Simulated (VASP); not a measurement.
Crystal: ZnS (Wurtzite-6H).

```
Zn S
1.0
     3.81200    0.00000    0.00000
    -1.90600    3.30129    0.00000
     0.00000    0.00000   18.68999
Zn S
6 6
Direct
  0.33333 0.66667 0.83333
  0.66667 0.33333 0.33333
  0.66667 0.33333 0.66667
  0.33333 0.66667 0.16667
  0.00000 0.00000 0.50000
  0.00000 0.00000 0.00000
  0.33333 0.66667 0.95833
  0.66667 0.33333 0.45833
  0.66667 0.33333 0.79167
  0.33333 0.66667 0.29167
  0.00000 0.00000 0.62500
  0.00000 0.00000 0.12500
```

| Property | Result |
| --- | --- |
| Program | VASP 6.6.1 |
| Task | relaxation of cell and atoms |
| Functional | PBE |
| Potentials or basis | VASP PAW PBE potentials, release 64 (Zn, S) |
| Cutoff | 600 eV |
| k mesh | 8 × 8 × 2 |
| Occupations | fermi-dirac, width 0.05 eV |
| Spin | no spin polarisation |

At the start: pressure 2.2 GPa; volume 19.60 Å³/atom.

Task: How do energy, volume and symmetry change on relaxing?

Result: Over 6 steps the energy falls by 4.2 meV/atom and the volume is 20.21 Å³/atom (+3.1 %); space group P6_3mc (No. 186, to 0.05 Å).

The path:
```tsv
step	energy change (eV)	largest force (eV/Å)	pressure (GPa)	volume (Å³)
1	0.0000	0.0299	2.18	235.20
2	-0.0474	0.0125	-0.50	244.39
3	-0.0505	0.0156	-0.02	242.62
4	-0.0505	0.0158	0.03	242.47
5	-0.0505	0.0101	0.01	242.47
6	-0.0506	0.0071	0.01	242.47
```

Final structure:
```
Zn S
1.0
     3.85011    0.00000    0.00000
    -1.92506    3.33430    0.00000
     0.00000    0.00000   18.88786
Zn S
6 6
Direct
  0.33333 0.66667 0.83331
  0.66667 0.33333 0.33331
  0.66667 0.33333 0.66676
  0.33333 0.66667 0.16676
  0.00000 0.00000 0.50000
  0.00000 0.00000 0.00000
  0.33333 0.66667 0.95815
  0.66667 0.33333 0.45815
  0.66667 0.33333 0.79164
  0.33333 0.66667 0.29164
  0.00000 0.00000 0.62514
  0.00000 0.00000 0.12514
```
